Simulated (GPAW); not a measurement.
Crystal: MoP.

```
Mo P
1.0
     3.22300    0.00000    0.00000
    -1.61150    2.79120    0.00000
     0.00000    0.00000    3.19100
Mo P
1 1
Direct
  0.00000 0.00000 0.00000
  0.33333 0.66667 0.50000
```

| Item | Value |
| --- | --- |
| Program | GPAW 26.7.0 |
| Task | relaxation of cell and atoms |
| Functional | BP86 |
| Dispersion | D3 |
| Potentials or basis | PAW data sets generated in the run's folder for this functional |
| Cutoff | 600 eV |
| Basis | pw |
| k mesh | 7 × 7 × 6 |
| Occupations | fermi-dirac, width 0.05 eV |
| Spin | no spin polarisation |

At the start: pressure -4.7 GPa; volume 14.35 Å³/atom.

Task: Where does the relaxation end?

Result: Over 4 steps the energy falls by 5.2 meV/atom and the volume is 14.07 Å³/atom (-2.0 %); space group P-6m2 (No. 187, to 0.05 Å).

Step by step:
```
step  energy change (eV)  largest force (eV/Å)  pressure (GPa)  volume (Å³)
   1              0.0000                0.0000           -4.71        28.71
   2             -0.0070                0.0000           -2.56        28.45
   3             -0.0102                0.0000            0.32        28.13
   4             -0.0103                0.0000            0.24        28.14
```

Final structure:
```xyz
2
Lattice="3.2102 0.0000 0.0000 -1.6051 2.7802 0.0000 0.0000 0.0000 3.1529" Properties=species:S:1:pos:R:3 pbc="T T T"
Mo    0.0000    0.0000    0.0000
P     0.0000    1.8534    1.5765
```

Caveat: later steps reuse the first step's grids; pairwise dispersion overbinds metals, which lowers pressure and volume.
